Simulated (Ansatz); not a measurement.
# Pt (Fm-3m) in Ansatz: a series of runs, part 2 of 2

Ansatz 0.2.0. Earlier steps stand in the parts before.

### Step 11. Elastic constants, PBE

Contents of input.yaml:

```yaml
crystal:
  lattice:
    - [0.0, 1.9609, 1.9609]
    - [1.9609, 0.0, 1.9609]
    - [1.9609, 1.9609, 0.0]
  atoms:
    - { symbol: Pt, position: [0.0, 0.0, 0.0] }
kpoints:
  mp_grid: { grid: [9, 9, 9] }
scf:
  occupations: { method: fermi_dirac, width: 0.05 }
hamiltonian:
  xc: pbe
  pseudopotentials: { kind: all_electron, lapw: { basis_error: 0.001 } }
output:
  forces: true
  stress: true
elastic:
  mode: relaxed_ion
  stencil: two_point
```

Potentials or basis: all-electron LAPW, scalar-relativistic.

Run with:

```bash
ansatz run input.yaml --threads 1 --pin off --max-ram 3072MiB --backend cpu --events-out ev --progress --plain --runs-dir out
```

The program printed:

```text
Warning: RAYON_NUM_THREADS=1 ignored (pool sized by the plan → 1); use --threads N
LAPW: plane waves up to 8.730 Å⁻¹, error target 1.0e-3 eV per atom; small_component_spin mean_spin; Pt in spheres of 1.345 Å, 42 of its electrons in bands, Dirac shells [] (how accurate: hamiltonian.pseudopotentials.lapw.basis_error, Limitations)
Engine: ansatz 0.2.0, aarch64-unknown-linux-gnu
Pseudopotentials: kind: all_electron
Pseudopotential: Pt, LAPW, valence charge 42, lapw/all_electron/scalar/gaussian/Pt, Koelling and Harmon's equation, gaussian nucleus
Functional definition: PBE
  parameter kappa = 0.804
  parameter beta = 0.06672455060314922
  exchange = pbe_x(kappa = kappa, mu = beta*pi^2/3)
  correlation = pbe_c(beta = beta)
Crystal: 1 atoms, lattice volume = 15.080 Å³
Basis set: ecut = 290.39656766225386 eV, 169 PW (Γ), exchange–correlation at level 2
Bands: 26, of which v1, the nominal top of the filled ones, is band 21 counted from 1 (20 counted from 0)
Symmetry: 48 space group operations
Space group: Fm-3m (ITA 225), of the structure as read, at distance tolerance 2.5e-5 Å
k-points: 35 of 729
Non-local potential: Pt, projectors of the file, none
Initial density: superposition of atomic densities (chi_scale 0.1, normalization cell)
Initial wavefunctions: plane waves of lowest kinetic energy (no species holds an atomic orbital)
Functional: x = pbe(κ = 0.804, μ = 0.2195149727645171), c = pbe(β = 0.06672455060314922)
iter 1 solved again at ethr=2.62e-4 eV; its pass at ethr=1.00e-1 eV (dr2=1.10e-1 eV) is discarded
SCF iter   1: F=—  HF=-500957.667303 eV  |F-HF|=—  |Δ(HF+E_count)|=         —  Δρ=3.63e-2  dr2=1.10e-1  ethr=2.62e-4  ⟨swp⟩=2.9  Hψ=5693  notcnv=0
preconditioner: auto → Kerker (q_TF=auto, 3.236 Å⁻¹)  [metal: Δε(μ)=0.092 eV  Ē_g=15.869 eV  σ=0.050 eV  W_gap=0.38  n_scr=14 (ndim 8)  ℏωp=30.2 eV  f_vac=0.005  D(μ)=1.21/eV (n_scr^D=14)]
SCF iter   2: F=—  HF=-500957.358644 eV  |F-HF|=—  |Δ(HF+E_count)|=   3.09e-1  Δρ=1.06e-2  dr2=1.30e-2  ethr=2.62e-4  ⟨swp⟩=2.1  Hψ=2804  notcnv=0
SCF iter   3: F=—  HF=-500957.344056 eV  |F-HF|=—  |Δ(HF+E_count)|=         —  Δρ=9.45e-3  dr2=1.09e-2  ethr=3.10e-5  ⟨swp⟩=2.0  Hψ=2639  notcnv=0
[... 95 lines left out ...]
        0.000000       9.645539       0.000000
       -0.000000       0.000000       9.645539
  P = ⅓ Tr σ = 9.6455 GPa (96.455 kbar)
--- Band table (eV; the first three rows and the last of 35) ---
  k-point 0: bands = ["-274.3742", "-274.3742", "-274.3742", "-274.3360", "-274.3360", "-69.6115", "-38.1289", "-38.0979", "-38.0979", "-38.0979", "-38.0795", "-38.0795", "-38.0795", "-23.6033", "-23.6033", "-23.6033", "18.6569", "25.0930", "25.0930", "25.0930", "27.2561", "27.2561", "43.4900", "48.4423", "48.4423", "48.4423"]
  k-point 1: bands = ["-274.3742", "-274.3742", "-274.3742", "-274.3360", "-274.3360", "-69.6076", "-38.1287", "-38.0983", "-38.0983", "-38.0978", "-38.0795", "-38.0793", "-38.0793", "-23.6601", "-23.6115", "-23.6115", "19.1456", "24.8922", "25.2740", "25.2740", "27.1671", "27.1671", "44.2119", "46.3850", "49.1845", "49.1845"]
  k-point 2: bands = ["-274.3742", "-274.3742", "-274.3742", "-274.3360", "-274.3360", "-69.5978", "-38.1281", "-38.0993", "-38.0993", "-38.0978", "-38.0796", "-38.0788", "-38.0788", "-23.8023", "-23.6321", "-23.6321", "20.3790", "24.6748", "25.4848", "25.4848", "27.2897", "27.2897", "43.0912", "45.2869", "51.0669", "51.0669"]
  k-point 34: bands = ["-274.3742", "-274.3742", "-274.3742", "-274.3360", "-274.3360", "-69.5679", "-38.1263", "-38.1015", "-38.1010", "-38.1002", "-38.0784", "-38.0782", "-38.0780", "-23.9475", "-23.8888", "-23.7731", "23.2493", "23.9234", "24.6062", "27.0453", "29.1634", "34.5851", "37.5228", "38.1970", "41.5947", "52.5226"]
--- Elastic constants: 2 strain directions × 2 members + reference (group order 48) ---
  dense FFT box of the reference and of every strained cell: 16×16×16
  strains applied: 11, 23; error gains: componentwise 1.00 (the most a stress slope's error grows in a printed constant), spectral 1.73 (1 for all six strains in a standard setting)
  C = ∂σ_k/∂η_j (tension-positive GPa; Voigt order 11 22 33 23 13 12):
       394.392    254.755    254.755     -0.000     -0.000      0.000
       254.755    394.392    254.755      0.000      0.000     -0.000
       254.755    254.755    394.392      0.000     -0.000      0.000
        -0.000      0.000      0.000     81.243     -0.000     -0.000
        -0.000      0.000      0.000     -0.000     81.243      0.000
         0.000      0.000     -0.000     -0.000     -0.000     81.243
  reference stress σ⁰ (GPa):     -9.646     -9.646     -9.646     -0.000      0.000      0.000
  no Pulay correction (none for the plane-wave cutoff is built on LAPW): the batch's stresses and constants are at fixed plane waves
  C* (energy form; C + prestress term) asymmetry max|C*_kj − C*_jk| = 1.137e-13 GPa — a small one proves nothing (zero by symmetry where the batch's group is 432, −43m or m−3m); a large one is finite-difference/SCF noise where every solve meets its electron count
  moduli (Voigt/Reuss/Hill, GPa): K = 301.30/301.30/301.30   G = 76.67/76.25/76.46   E = 211.50   ν = 0.383
  mechanically stable: yes (min eigenvalue of sym C = 81.24 GPa)
  where every solve meets its electron count the energy-path curvature estimates C_jj along a normal strain and C_jj − ¼(σ⁰_aa + σ⁰_bb) along a shear (ab), closely only under elastic.basis: deformed
  strain η (Voigt 11):  stress-route row diagonal C_11 = 394.39 GPa, energy-path curvature d²(F+E_count)/dδ²/Ω₀ = 394.40 GPa
         δ    σ_11 (GPa)             F (eV)   n_scf  n_hpsi   n_pw
    -2.000e-3     -10.4386     -500957.3404213       9   67481    178   relax 0 steps, max|allowed force component| 0.00e0 eV/Å
     2.000e-3      -8.8610     -500957.3440532       9   67514    178   relax 0 steps, max|allowed force component| 0.00e0 eV/Å
  strain η (Voigt 23):  stress-route row diagonal C_44 = 81.24 GPa, energy-path curvature d²(F+E_count)/dδ²/Ω₀ = 86.06 GPa
         δ    σ_23 (GPa)             F (eV)   n_scf  n_hpsi   n_pw
    -2.000e-3      -0.1625     -500957.3422953       8  103209    178   relax 0 steps, max|allowed force component| 0.00e0 eV/Å
     2.000e-3       0.1625     -500957.3422953       8  103183    178   relax 0 steps, max|allowed force component| 0.00e0 eV/Å
```

Wall time 65 s (1 thread of Arm Neoverse V2, shared host); peak memory 0.36 GiB.

Results:

```yaml
Free_energy: -500957.3423 eV
Pressure: 9.6 GPa
Band_gap_on_the_k_mesh: none (metal or under the smearing width)
Elastic_constants_C11_C12_C44: 394, 255, 81 GPa
Voigt_bulk_modulus: 301 GPa
```

Levels at points of the mesh, in eV from the Fermi level:
```csv
k point,band 17,band 18,band 19,band 20,band 21,band 22,band 23,band 24,band 25,band 26
"(0.00, 0.00, 0.00)",-10.25,-3.82,-3.82,-3.82,-1.65,-1.65,14.58,19.53,19.53,19.53
```

Elastic tensor in Voigt notation (GPa, in the Cartesian axes of the cell as first typed):
```
394 255 255   0   0   0
255 394 255   0   0   0
255 255 394   0   0   0
  0   0   0  81   0   0
  0   0   0   0  81   0
  0   0   0   0   0  81
```

Caveat: the k mesh is thin for a metal, which can move the energy by tens of meV per atom; a metal's response needs a denser mesh; the cell is more than 3 GPa from zero pressure, which shifts response properties; elastic constants of metals need much finer meshes, so these are rough.

### Step 12. Summary

| task | level | potentials or basis | spin | k mesh | cutoff (eV) | smearing | pressure (GPa) |
| --- | --- | --- | --- | --- | --- | --- | --- |
| band structure | revPBE | all-electron LAPW, scalar-relativistic | off | 12 × 12 × 12 | 270 | fermi-dirac 0.05 eV | 13.3 |
| equation of state | RPBE | all-electron LAPW, relativistic spinors | SOC, no magnetisation | 9 × 9 × 9 | - | fermi-dirac 0.02 eV | - |
| elastic constants | PBE | all-electron LAPW, scalar-relativistic | off | 9 × 9 × 9 | 290 | fermi-dirac 0.05 eV | 9.6 |

Alike in all rows: cell as given; basis error allowed 0.001 eV/atom.

Caveats: spin-orbit coupling is left out, which moves the levels of the heavy elements (some runs); the k mesh is thin for a metal, which can move the energy by tens of meV per atom (some runs); a metal's response needs a denser mesh (some runs); the cell is more than 3 GPa from zero pressure, which shifts response properties (some runs); elastic constants of metals need much finer meshes, so these are rough (some runs).

Compare energies only between runs with the same functional and basis.
